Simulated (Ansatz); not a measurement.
ZnCu (space group Pm-3m) relaxed with several functionals in Ansatz (plane waves to 420 eV, scalar-relativistic PAW, no spin-orbit coupling, symmetry kept). The database cell has 12.77 Å³/atom; its temperature or method isn't stated, so the comparison with it is no error of the functional. No moments.

```json
{"functional": "PBE", "conventional cell": "a = 2.963 Å, b = 2.963 Å, c = 2.963 Å, α = 90.00°, β = 90.00°, γ = 90.00°", "V (Å³/atom)": "13.01", "against the database cell (%)": "1.9", "gap on mesh (eV)": "0.00", "largest moment (μB)": "0.00"}
{"functional": "PBEsol", "conventional cell": "a = 2.908 Å, b = 2.908 Å, c = 2.908 Å, α = 90.00°, β = 90.00°, γ = 90.00°", "V (Å³/atom)": "12.30", "against the database cell (%)": "-3.7", "gap on mesh (eV)": "0.00", "largest moment (μB)": "0.00"}
{"functional": "PBE+D3(BJ)", "conventional cell": "a = 2.910 Å, b = 2.910 Å, c = 2.910 Å, α = 90.00°, β = 90.00°, γ = 90.00°", "V (Å³/atom)": "12.32", "against the database cell (%)": "-3.5", "gap on mesh (eV)": "0.00", "largest moment (μB)": "0.00"}
```